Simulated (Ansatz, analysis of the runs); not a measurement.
# Transmission past a defect: (3,3) C nanotube, divacancy of C and C, part 2 of 3

Wanted: the relaxed defect and the transmission past it, beside the channels of the perfect wire.

Ansatz 0.2.0; DFT PBE, plane waves, PAW; relaxation of a wire's period (the session's first sound run).

So far, conductance of the lead as this run defines it (G₀): step 3 (the perfect wire) 2.00.

## (4) Relaxing the junction

This step: DFT PBE, plane waves, PAW; relaxation of a junction in a wire, ends held (Ansatz 0.2.0).

System of this step: (3,3) C nanotube, divacancy of C and C. The cell holds 106 atoms: 106 C. Its edges and angles: a = 10.868 Å, b = 10.806 Å, c = 22.198 Å, α = 90.0°, β = 90.0°, γ = 90.0°. Regions: held atoms, 72 atoms (72 C); free atoms, 34 atoms (34 C). Vacuum lies along a and b. The structure's axis is c.

34 atoms at the defect are free to relax, while 72 stay where the perfect wire has them, so that the ends still repeat as a lead.

The input, input.yaml:

```yaml
crystal:
  lattice:
    - [10.868, 0.0, 0.0]
    - [0.0, 10.806, 0.0]
    - [0.0, 0.0, 22.1983381395]
  atoms:
    - { symbol: C, position: [0.648270335, 0.625321526, 0.0] }
    - { symbol: C, position: [0.693514215, 0.500080921, 0.0] }
    - { symbol: C, position: [0.306485785, 0.499919079, 0.055555556] }
    - { symbol: C, position: [0.351729665, 0.374678474, 0.055555556] }
    - { symbol: C, position: [0.466301151, 0.691757249, 0.055555556] }
    - { symbol: C, position: [0.596808728, 0.668744085, 0.055555556] }
    - { symbol: C, position: [0.596793604, 0.331410597, 0.055555556] }
    - { symbol: C, position: [0.681870736, 0.433551866, 0.055555556] }
    - { symbol: C, position: [0.318129264, 0.566448134, 0.0] }
    - { symbol: C, position: [0.403206396, 0.668589403, 0.0] }
    - { symbol: C, position: [0.403191272, 0.331255915, 0.0] }
    - { symbol: C, position: [0.533698849, 0.308242751, 0.0] }
    - { symbol: C, position: [0.648270335, 0.625321526, 0.111111111] }
    - { symbol: C, position: [0.693514215, 0.500080921, 0.111111111] }
    - { symbol: C, position: [0.306485785, 0.499919079, 0.166666667] }
    - { symbol: C, position: [0.351729665, 0.374678474, 0.166666667] }
    - { symbol: C, position: [0.466301151, 0.691757249, 0.166666667] }
    - { symbol: C, position: [0.596808728, 0.668744085, 0.166666667] }
    - { symbol: C, position: [0.596793604, 0.331410597, 0.166666667] }
    - { symbol: C, position: [0.681870736, 0.433551866, 0.166666667] }
    - { symbol: C, position: [0.318129264, 0.566448134, 0.111111111] }
    - { symbol: C, position: [0.403206396, 0.668589403, 0.111111111] }
    - { symbol: C, position: [0.403191272, 0.331255915, 0.111111111] }
    - { symbol: C, position: [0.533698849, 0.308242751, 0.111111111] }
    - { symbol: C, position: [0.648270335, 0.625321526, 0.222222222] }
    - { symbol: C, position: [0.693514215, 0.500080921, 0.222222222] }
    - { symbol: C, position: [0.306485785, 0.499919079, 0.277777778] }
    - { symbol: C, position: [0.351729665, 0.374678474, 0.277777778] }
    - { symbol: C, position: [0.466301151, 0.691757249, 0.277777778] }
    - { symbol: C, position: [0.596808728, 0.668744085, 0.277777778] }
[... 70 atom lines left out ...]
    - { symbol: C, position: [0.596793604, 0.331410597, 0.944444444] }
    - { symbol: C, position: [0.681870736, 0.433551866, 0.944444444] }
    - { symbol: C, position: [0.318129264, 0.566448134, 0.888888889] }
    - { symbol: C, position: [0.403206396, 0.668589403, 0.888888889] }
    - { symbol: C, position: [0.403191272, 0.331255915, 0.888888889] }
    - { symbol: C, position: [0.533698849, 0.308242751, 0.888888889] }
kpoints:
  mp_grid: { grid: [1, 1, 2] }
scf:
  occupations: { method: fermi_dirac, width: 0.1 }
hamiltonian:
  xc: pbe
relax:
  constraints:
    - { sites: [0, 1, 2, 3, 4, 5, 6, 7, 8, 9, 10, 11, 12, 13, 14, 15, 16, 17, 18, 19, 20, 21, 22, 23, 24, 25, 26, 27, 28, 29, 30, 31, 32, 33, 34, 35, 70, 71, 72, 73, 74, 75, 76, 77, 78, 79, 80, 81, 82, 83, 84, 85, 86, 87, 88, 89, 90, 91, 92, 93, 94, 95, 96, 97, 98, 99, 100, 101, 102, 103, 104, 105] }
  f_tol: 0.04
  max_steps: 35
```

The run is started by

```bash
$ ansatz run input.yaml --threads 16 --pin off --max-ram 61440MiB --backend cuda --events-out ev --progress --plain --runs-dir out
```

Numbers of over 12 decimals in the logs are rounded to 6 here.

Output:

```text
[...]
Crystal: 106 atoms, lattice volume = 2606.964 Å³
Basis set: ecut = 420 eV, 50919 PW (Γ), exchange–correlation on 150×150×300 points (8 copies of the dense FFT grid, shifted against one another)
Bands: 318, of which v1, the nominal top of the filled ones, is band 212 counted from 1 (211 counted from 0)
Symmetry: 1 space group operations
[...]
k-points: 2
[...]
SCF iter   1: F=—  HF=-26541.260224 eV  |F-HF|=—  |Δ(HF+E_count)|=         —  Δρ=8.53e-3  dr2=5.47e0  ethr=1.77e-3  ⟨swp⟩=12.5  Hψ=4133  notcnv=0  defer=97
[...]
SCF iter   2: F=—  HF=-26540.936062 eV  |F-HF|=—  |Δ(HF+E_count)|=   3.24e-1  Δρ=3.75e-3  dr2=9.46e-1  ethr=1.29e-3  ⟨swp⟩=2.0  Hψ=850  notcnv=0  defer=144
[...]
SCF iter   7: F=-26540.844171 eV  HF=-26540.844173 eV  |F-HF|=2.48e-6  |Δ(HF+E_count)|=   1.10e-5  Δρ=1.97e-5  dr2=1.26e-5  ethr=9.43e-9  ⟨swp⟩=4.0  Hψ=1746  notcnv=0
SCF 1 converged in 7 iterations: F = -26540.844171 eV  dr2 = 1.26e-5
[...]
relax step   1: F+E_penalty+E_count = -26540.84417086 eV  Δ(F+E_penalty+E_count) = +0.000e0 eV  max|allowed force component| = 1.733e0 eV/Å  Δτ_max = 0.0000 Å  (7 SCF iters, dr2 threshold 4.00e-5 eV, accepted)
[...]
SCF 2 converged in 6 iterations: F = -26541.667994 eV  dr2 = 8.36e-5
[...]
relax step   2: F+E_penalty+E_count = -26541.66799362 eV  Δ(F+E_penalty+E_count) = -8.238e-1 eV  max|allowed force component| = 9.380e-1 eV/Å  Δτ_max = 0.1976 Å  (6 SCF iters, dr2 threshold 1.00e-4 eV, accepted)
[...]
SCF 3 converged in 6 iterations: F = -26542.558151 eV  dr2 = 2.17e-5
[...]
relax step   3: F+E_penalty+E_count = -26542.55815050 eV  Δ(F+E_penalty+E_count) = -8.902e-1 eV  max|allowed force component| = 1.304e0 eV/Å  Δτ_max = 0.1960 Å  (6 SCF iters, dr2 threshold 5.50e-5 eV, accepted)
[...]
relax step   4: F+E_penalty+E_count = -26543.43354672 eV  Δ(F+E_penalty+E_count) = -8.754e-1 eV  max|allowed force component| = 1.293e0 eV/Å  Δτ_max = 0.1946 Å  (6 SCF iters, dr2 threshold 1.00e-4 eV, accepted)
[...]
relax step   5: F+E_penalty+E_count = -26543.63894884 eV  Δ(F+E_penalty+E_count) = -2.054e-1 eV  max|allowed force component| = 1.354e0 eV/Å  Δτ_max = 0.1949 Å  (6 SCF iters, dr2 threshold 1.00e-4 eV, accepted)
[...]
relax step   6: F+E_penalty+E_count = -26543.79855831 eV  Δ(F+E_penalty+E_count) = -1.596e-1 eV  max|allowed force component| = 4.312e-1 eV/Å  Δτ_max = 0.2000 Å  (6 SCF iters, dr2 threshold 1.00e-4 eV, accepted)
[...]
relax step   7: F+E_penalty+E_count = -26543.88418554 eV  Δ(F+E_penalty+E_count) = -8.563e-2 eV  max|allowed force component| = 3.320e-1 eV/Å  Δτ_max = 0.1020 Å  (6 SCF iters, dr2 threshold 1.89e-5 eV, accepted)
[...]
relax step   8: F+E_penalty+E_count = -26543.89308168 eV  Δ(F+E_penalty+E_count) = -8.896e-3 eV  max|allowed force component| = 2.086e-1 eV/Å  Δτ_max = 0.0183 Å  (5 SCF iters, dr2 threshold 1.12e-5 eV, accepted)
[...]
relax step   9: F+E_penalty+E_count = -26543.89619583 eV  Δ(F+E_penalty+E_count) = -3.114e-3 eV  max|allowed force component| = 8.700e-2 eV/Å  Δτ_max = 0.0127 Å  (4 SCF iters, dr2 threshold 1.72e-5 eV, accepted)
[...]
SCF 10 converged in 6 iterations: F = -26543.897572 eV  dr2 = 5.65e-9
relax step  10: F+E_penalty+E_count = -26543.89757163 eV  Δ(F+E_penalty+E_count) = -1.376e-3 eV  max|allowed force component| = 1.368e-2 eV/Å  Δτ_max = 0.0042 Å  (6 SCF iters, accepted)
SCF converged after 6 iterations
[...]
- { symbol: C, position: [0.659182, 0.448122, 0.396155] }
    - { symbol: C, position: [0.319282, 0.561004, 0.333956] }
    - { symbol: C, position: [0.412412, 0.655428, 0.332889] }
    - { symbol: C, position: [0.403595, 0.326084, 0.332777] }
    - { symbol: C, position: [0.534247, 0.307391, 0.333662] }
    - { symbol: C, position: [0.670188, 0.507770, 0.455707] }
    - { symbol: C, position: [0.316365, 0.494309, 0.498489] }
    - { symbol: C, position: [0.351153, 0.366163, 0.500219] }
    - { symbol: C, position: [0.502464, 0.657153, 0.493781] }
    - { symbol: C, position: [0.628236, 0.622779, 0.495052] }
    - { symbol: C, position: [0.595106, 0.318527, 0.501214] }
    - { symbol: C, position: [0.679421, 0.421042, 0.503164] }
    - { symbol: C, position: [0.339333, 0.555217, 0.441564] }
    - { symbol: C, position: [0.445992, 0.632256, 0.436821] }
    - { symbol: C, position: [0.399803, 0.319039, 0.444715] }
    - { symbol: C, position: [0.529875, 0.299102, 0.445811] }
    - { symbol: C, position: [0.668822, 0.609303, 0.556007] }
    - { symbol: C, position: [0.705842, 0.481888, 0.559651] }
    - { symbol: C, position: [0.310471, 0.501290, 0.609827] }
    - { symbol: C, position: [0.352781, 0.374793, 0.610903] }
    - { symbol: C, position: [0.475580, 0.686025, 0.608074] }
    - { symbol: C, position: [0.606463, 0.663288, 0.608661] }
    - { symbol: C, position: [0.598130, 0.322871, 0.612551] }
    - { symbol: C, position: [0.687359, 0.422955, 0.613952] }
    - { symbol: C, position: [0.330795, 0.563432, 0.552545] }
    - { symbol: C, position: [0.425451, 0.657138, 0.549950] }
    - { symbol: C, position: [0.403071, 0.325251, 0.556439] }
    - { symbol: C, position: [0.533329, 0.298847, 0.557245] }
    - { symbol: C, position: [0.648270335, 0.625321526, 0.666666667] }
    - { symbol: C, position: [0.693514215, 0.500080921, 0.666666667] }
    - { symbol: C, position: [0.306485785, 0.499919, 0.722222222] }
    - { symbol: C, position: [0.351729665, 0.374678, 0.722222222] }
    - { symbol: C, position: [0.466301151, 0.691757249, 0.722222222] }
    - { symbol: C, position: [0.596808728, 0.668744, 0.722222222] }
    - { symbol: C, position: [0.596793604, 0.331410597, 0.722222222] }
    - { symbol: C, position: [0.681870736, 0.433552, 0.722222222] }
    - { symbol: C, position: [0.318129264, 0.566448, 0.666666667] }
    - { symbol: C, position: [0.403206396, 0.668589403, 0.666666667] }
    - { symbol: C, position: [0.403191272, 0.331255915, 0.666666667] }
    - { symbol: C, position: [0.533698849, 0.308243, 0.666666667] }
[...]
- { symbol: C, position: [0.648270335, 0.625321526, 0.888889] }
    - { symbol: C, position: [0.693514215, 0.500080921, 0.888889] }
    - { symbol: C, position: [0.306485785, 0.499919, 0.944444444] }
    - { symbol: C, position: [0.351729665, 0.374678, 0.944444444] }
    - { symbol: C, position: [0.466301151, 0.691757249, 0.944444444] }
    - { symbol: C, position: [0.596808728, 0.668744, 0.944444444] }
    - { symbol: C, position: [0.596793604, 0.331410597, 0.944444444] }
    - { symbol: C, position: [0.681870736, 0.433552, 0.944444444] }
    - { symbol: C, position: [0.318129264, 0.566448, 0.888889] }
    - { symbol: C, position: [0.403206396, 0.668589403, 0.888889] }
    - { symbol: C, position: [0.403191272, 0.331255915, 0.888889] }
    - { symbol: C, position: [0.533698849, 0.308243, 0.888889] }
```

Elapsed: 6.8 s, on 1 × NVIDIA GB200 with 16 threads of Arm Neoverse V2, shared host; peak memory 1.5 GiB; 19 s of CPU time.

Relaxation path:

| step | energy less that of the first step (eV) | largest force component (eV/Å) |
| --- | --- | --- |
| 1 | 0.0000 | 1.7330 |
| 2 | -0.8238 | 0.9380 |
| 3 | -1.7140 | 1.3036 |
| 4 | -2.5894 | 1.2933 |
| 5 | -2.7948 | 1.3538 |
| 6 | -2.9544 | 0.4312 |
| 7 | -3.0400 | 0.3320 |
| 8 | -3.0489 | 0.2086 |
| 9 | -3.0520 | 0.0870 |
| 10 | -3.0534 | 0.0137 |

The atoms that moved most (Å):

| atom | dx | dy | dz | length |
| --- | --- | --- | --- | --- |
| C41 | 0.400 | -0.445 | -0.240 | 0.644 |
| C56 | 0.465 | -0.393 | -0.169 | 0.632 |
| C52 | 0.342 | -0.497 | -0.110 | 0.613 |
| C51 | 0.393 | -0.374 | -0.138 | 0.560 |
| C48 | -0.254 | 0.083 | 0.250 | 0.366 |
| C43 | -0.247 | 0.157 | 0.161 | 0.334 |
| C37 | -0.310 | 0.003 | 0.099 | 0.326 |
| C68 | 0.242 | -0.124 | -0.124 | 0.299 |

Numbers from this step:

| Property | Result |
| --- | --- |
| energy at zero smearing | -26543.7804 eV |

The largest force component on a free atom ends at 0.014 eV/Å, under the limit of 0.04.  4 atoms of the wire itself, hydrogen apart, moved by over 0.45 Å, up to 0.64 Å.

## (5) The open system

This step: DFT PBE, plane waves, PAW; transmission of a junction in a wire (Ansatz 0.2.0).

The cell is now read as a scatterer between two semi-infinite leads, named by two sites one period apart. The scattering states in its self-consistent potential are matched to the leads' states at each energy. One point across is taken, as for a wire in vacuum.

input.yaml, as its differences from that of step 4:

```diff
@@ -44,11 +44,18 @@
 kpoints:
-  mp_grid: { grid: [1, 1, 2] }
+  mp_grid: { grid: [1, 1, 4] }
 scf:
-  occupations: { method: fermi_dirac, width: 0.1 }
+  occupations: { method: fermi_dirac, width: 0.05 }
 hamiltonian:
   xc: pbe
-relax:
-  constraints:
-    - { sites: [0, 1, 2, 3, 4, 5, 6, 7, 8, 9, 10, 11, 12, 13, 14, 15, 16, 17, 18, 19, 20, 21, 22, 23, 24, 25, 26, 27, 28, 29, 30, 31, 32, 33, 34, 35, 70, 71, 72, 73, 74, 75, 76, 77, 78, 79, 80, 81, 82, 83, 84, 85, 86, 87, 88, 89, 90, 91, 92, 93, 94, 95, 96, 97, 98, 99, 100, 101, 102, 103, 104, 105] }
-  f_tol: 0.04
-  max_steps: 35
+output:
+  transmission:
+    e_range: [-1.5, 1.5]
+    de: 0.035
+    kmesh: [1, 1]
+    reduced_basis: true
+    leads: [[94, 0]]
+  dos: { projected: true, e_range: [-4, 3] }
+  write_potential: true
+  write_density: true
+  volumetric_format: npy
+  elf: true
```

Atom lines that are left out differ too.

Output:

```text
[...]
Crystal: 106 atoms, lattice volume = 2606.964 Å³
Basis set: ecut = 420 eV, 50919 PW (Γ)
Bands: 318, of which v1, the nominal top of the filled ones, is band 212 counted from 1 (211 counted from 0)
Symmetry: 1 space group operations
[...]
k-points: 3 of 4 (time reversal used)
[...]
SCF iter   1: F=—  HF=-26543.905862 eV  |F-HF|=—  |Δ(HF+E_count)|=         —  Δρ=6.50e-3  dr2=9.04e-1  ethr=1.77e-3  ⟨swp⟩=8.0  Hψ=4983  notcnv=0  defer=229
[...]
SCF iter   8: F=-26543.806625 eV  HF=-26543.806625 eV  |F-HF|=1.22e-8  |Δ(HF+E_count)|=   4.46e-7  Δρ=1.41e-6  dr2=5.00e-8  ethr=2.36e-11  ⟨swp⟩=25.3  Hψ=7634  notcnv=0
SCF 1 converged in 8 iterations: F = -26543.806625 eV  dr2 = 5.00e-8
[...]
transmission: 4 of 34 steps passed
transmission: 7 of 34 steps passed
[...]
transmission: 34 of 34 steps passed
[...]
SCF converged after 8 iterations
[...]
--- Transmission ---
  basis      : 1037 plane waves across, 34 finite elements along
  points     : 1, standing for a mesh of 1 x 1
  on the GPU : 1 of these points
  filling    : by the input's occupations and mesh, since the crystals that have channels conduct as metals do. If one of these is a semiconductor, that mesh has misplaced its level
[...]
crystal 0  : C12, at the sites [94, 0], period 2.4665 Å, over 14.80 Å; its Hamiltonian steps by up to 35.7 meV: too much for a lead, lay more layers or, if its atoms are ordered, name the step of that order
[...]
filled         : 27.3 meV over the level at which it is neutral
    channels       : 2.000000e0 a spin
[...]
junction   : crystal 0 to crystal 0, -0.09 to 19.65 Å
    transmission   : 9.953856e-1 a spin
    conductance    : 6.4785e13 S/m² at 300 K (6.4875e13 on every other energy)
    error estimate : 0.1 % from the energy spacing and 0.1 % from band edges of the leads and from resonances (wavevectors taken as independent; lower de), 5.2 % from the steps of its leads' Hamiltonians or their offsets (lay more layers), 0.3 % from the distance to neutral
    resistance     : 7.7637e-3 Ω µm² beyond half of each lead's own
```

Elapsed: 60 s, on 1 × NVIDIA GB200 with 16 threads; peak memory 13 GiB.

Numbers from this step:

```yaml
energy_at_zero_smearing: -26543.7789 eV
transmission_at_the_energy_nearest_the_fermi_level_one_spin: 0.9954
step_of_the_lead_s_hamiltonian: 35.7 meV
conductance_of_the_junction: 0.9820 G₀
```

Table of transmission, one spin by energy, zero at the Fermi level:

| energy (eV) | transmission, one spin |
| --- | --- |
| -1.50 | 0.510 |
| -1.40 | 0.455 |
| -1.29 | 0.790 |
| -1.19 | 1.02 |
| -1.08 | 1.08 |
| -0.97 | 1.08 |
| -0.87 | 1.07 |
| -0.77 | 1.05 |
| -0.69 | 1.05 |
| -0.59 | 1.04 |
| -0.48 | 1.03 |
| -0.38 | 1.02 |
| -0.28 | 1.01 |
| -0.17 | 1.01 |
| -0.07 | 0.999 |
| 0.01 | 0.995 |
| 0.04 | 0.992 |
| 0.14 | 0.985 |
| 0.25 | 0.985 |
| 0.35 | 1.01 |
| 0.46 | 1.18 |
| 0.53 | 1.41 |
| 0.56 | 1.03 |
| 0.64 | 1.82 |
| 0.67 | 1.46 |
| 0.74 | 2.57 |
| 0.84 | 3.29 |
| 0.95 | 3.54 |
| 1.05 | 3.69 |
| 1.09 | 3.72 |
| 1.16 | 3.08 |
| 1.26 | 3.06 |
| 1.37 | 2.97 |
| 1.48 | 3.17 |

Open channels of the lead, one spin against energy, zero at the Fermi level:

| energy (eV) | open channels of the lead, one spin |
| --- | --- |
| -1.50 | 1 |
| -1.40 | 2 |
| -1.29 | 2 |
| -1.19 | 2 |
| -1.08 | 2 |
| -0.97 | 2 |
| -0.87 | 2 |
| -0.77 | 2 |
| -0.69 | 2 |
| -0.59 | 2 |
| -0.48 | 2 |
| -0.38 | 2 |
| -0.28 | 2 |
| -0.17 | 2 |
| -0.07 | 2 |
| 0.01 | 2 |
| 0.04 | 2 |
| 0.14 | 2 |
| 0.25 | 2 |
| 0.35 | 2 |
| 0.46 | 2 |
| 0.56 | 2 |
| 0.67 | 2 |
| 0.74 | 6 |
| 0.84 | 6 |
| 0.95 | 6 |
| 1.05 | 6 |
| 1.16 | 5 |
| 1.26 | 5 |
| 1.37 | 5 |
| 1.48 | 5 |

By hand: the program gives 6.4785 × 10^13 S/m² over the cell's cross-section of 117.44 Å² = 1.174 × 10^-18 m², so one cell conducts 7.608 × 10^-5 S. Divided by G0 = 2e²/h = 7.748 × 10^-5 S this is 0.982 G0, a resistance of 13.1 kΩ.

The conductance is 0.982 G₀, with 2 channels a spin open in the lead. The lead's Hamiltonian steps by 35.7 meV, which the program calls too much for a lead. The largest term of the program's error estimate is 5 %, from the steps of its leads' Hamiltonians or their offsets.

## (6) Landauer integrals

This step: Landauer integrals over the computed T(E), interpolated linearly between its energies (analysis of the runs above).

Conductance and thermopower are moments of T(E) over the thermal window; sliding the window along E stands for a gate that leaves T(E) rigid.

This step gave:

```yaml
conductance_at_300_k_interpolated_from_t_e: 0.9832 G₀
thermopower_at_300_k: -0.5905 μV/K
lorenz_number_over_l0: 1.006
```

T(E) held rigid; rough near sharp steps of T(E). The conductance at 300 K by shift of the leads' level:

| shift of the leads' level (eV) | conductance at 300 K (G₀) |
| --- | --- |
| -1.150 | 1.04 |
| -1.050 | 1.08 |
| -1.000 | 1.08 |
| -0.900 | 1.07 |
| -0.850 | 1.06 |
| -0.750 | 1.05 |
| -0.650 | 1.04 |
| -0.600 | 1.04 |
| -0.500 | 1.03 |
| -0.450 | 1.02 |
| -0.350 | 1.02 |
| -0.300 | 1.01 |
| -0.200 | 1.01 |
| -0.100 | 0.997 |
| -0.050 | 0.984 |
| 0.050 | 0.989 |
| 0.100 | 0.988 |
| 0.200 | 0.985 |
| 0.300 | 0.999 |
| 0.350 | 1.02 |
| 0.450 | 1.17 |
| 0.500 | 1.27 |
| 0.600 | 1.56 |
| 0.650 | 1.72 |
| 0.750 | 2.55 |
| 0.850 | 3.26 |
| 0.900 | 3.41 |
| 1.000 | 3.55 |
| 1.050 | 3.56 |
| 1.150 | 3.05 |

T(E) held rigid; rough near sharp steps of T(E). The thermopower at 300 K by shift of the leads' level:

shift of the leads' level (eV), thermopower at 300 K (μV/K) and a bar from the least value:
```
   -1.150       -5.9 #################
   -1.100       -2.7 ####################
   -1.050       -0.9 #####################
   -0.950        0.5 ######################
   -0.900        0.7 ######################
   -0.850        0.8 ######################
   -0.800        0.9 ######################
   -0.700        0.8 ######################
   -0.650        0.7 ######################
   -0.600        0.6 ######################
   -0.550        0.6 ######################
   -0.450        0.5 ######################
   -0.400        0.5 ######################
   -0.350        0.5 ######################
   -0.300        0.5 ######################
   -0.200        0.5 ######################
   -0.150        0.8 ######################
   -0.100        1.4 ######################
   -0.050        1.3 ######################
    0.050       -0.3 #####################
    0.100        0.2 #####################
    0.150        0.2 #####################
    0.200       -0.2 #####################
    0.300       -2.7 ###################
    0.350       -5.6 ##################
    0.400       -9.7 ###############
    0.450      -12.6 #############
    0.550      -14.2 ############
    0.600      -19.3 ########
    0.650      -16.0 ###########
    0.700      -31.7 
    0.800      -17.0 ##########
    0.850       -9.4 ###############
    0.900       -5.1 ##################
    0.950       -2.5 ####################
    1.050        4.6 ########################
    1.100       12.9 ##############################
    1.150        4.6 ########################
```

The two levels move by half the bias each and T(E) is held rigid. Current from the zero-bias T(E) against bias:

| bias (V) | current from the zero-bias T(E) (μA) |
| --- | --- |
| 0.000 | 0 |
| 0.100 | 7.63 |
| 0.200 | 15.3 |
| 0.300 | 23.0 |
| 0.400 | 30.7 |
| 0.500 | 38.4 |
| 0.600 | 46.2 |
| 0.700 | 54.1 |
| 0.800 | 62.1 |
| 0.900 | 70.4 |
| 1.000 | 79.1 |
| 1.100 | 88.2 |
| 1.200 | 97.8 |
| 1.300 | 108 |
| 1.400 | 119 |
| 1.500 | 132 |
| 1.600 | 147 |
| 1.700 | 163 |
| 1.800 | 180 |
| 1.900 | 198 |
| 2.000 | 216 |

By hand, Mott's formula: S = −(π²k²T/3e) d ln T/dE, and π²k²T/3e = 7.33 μV/K × eV at 300 K. The computed T is 0.999 at -0.065 eV and 0.990 at +0.075 eV, so d ln T/dE ≈ -0.0632 per eV and S ≈ 0.463 μV/K, against -0.590 from the integrals. The signs differ: ln T is not straight over the thermal window, so the sign is not firm.

The thermopower is -0.590 μV/K. The Lorenz ratio is 1.01, where the Wiedemann-Franz law gives 1. Moving the level by up to 0.1 eV either way gives -0.59 to 1.4 μV/K.

(Part 2 of 3 ends here.)

[Logs are printed without paths, hosts, clocks, repeated set-up lines and the standing remarks that a program may print on its own settings, such as how far it seeks lower states.]

[Hosts, paths, dates, database ids (printed as entryN), source tags and the programs' standing remarks are cut or masked in the printed files.]
